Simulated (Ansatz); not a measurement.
# Ag (diamond): energy against volume

Theory: Ansatz 0.2.0, DFT, revPBE, plane waves (420 eV) with PAW, scalar-relativistic. (PAW data from PBE, frozen cores regenerated.)

The cell is scaled uniformly from the relaxed one, with fractional coordinates and shape fixed. Energies are extrapolated to zero smearing, pressures are those at the given smearing. Magnetic state: spin not included.

A Birch-Murnaghan fit gives V₀ = 31.71 Å³/atom, B₀ = 23 GPa, B₀′ = 5.9.

**Question.** What are the energy above the minimum and the pressure at 30.444 Å³/atom?

**Answer.** 4.1 meV/atom and 1.09 GPa as computed.

**Question.** What are the energy above the minimum and the pressure at 32.981 Å³/atom?

**Answer.** 3.4 meV/atom and -0.82 GPa as computed.

**Question.** What are the energy above the minimum and the pressure at 34.250 Å³/atom?

**Answer.** 12.5 meV/atom and -1.45 GPa as computed.
